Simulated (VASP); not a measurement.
Input of a VASP 6.6.1 run:

INCAR

```
SYSTEM = Sn
PREC     = Accurate       ! precision mode
ENCUT    = 600            ! plane-wave cutoff, eV
EDIFF    = 1E-7           ! SCF threshold, eV
ISMEAR   = 0              ! smearing method
SIGMA    = 0.03           ! smearing width, eV
LREAL    = .False.        ! projectors in reciprocal space
LASPH    = .True.         ! aspherical terms in the spheres
NELM     = 80             ! most SCF steps
ALGO     = Normal         ! electronic algorithm
ISIF     = 3              ! what is computed and relaxed
LWAVE    = .False.        ! write WAVECAR
LCHARG   = .False.        ! write CHGCAR
GGA      = PS             ! functional
IBRION   = 2              ! ionic algorithm
NSW      = 90             ! ionic steps
EDIFFG   = -0.005         ! ionic threshold
```

The input KPOINTS:

```
regular mesh
0
Gamma
  10 10 10
  0 0 0
```

Contents of POSCAR:

```
Sn                                      
1.0
    0.0000000000      3.2685833775      3.2685833775
    3.2685833775     -0.0000000000      3.2685833775
    3.2685833775      3.2685833775      0.0000000000
  Sn            
     2
Direct
     0.0000000000000000    0.0000000000000000    0.0000000000000000
     0.2500000000000000    0.2500000000000000    0.2500000000000000
```

Potentials or basis: VASP PAW PBE potentials, release 64 (Sn_d).

Run with:

```console
$ cat potpaw_PBE.64/Sn_d/POTCAR > POTCAR
$ mpirun -np 1 vasp_std > vasp.out
```

(1) Predict the band gap on the k mesh.

## Answers

(1) none (metal or under the smearing width).

Caveat: the relaxation stopped at its first step, so nothing moved.
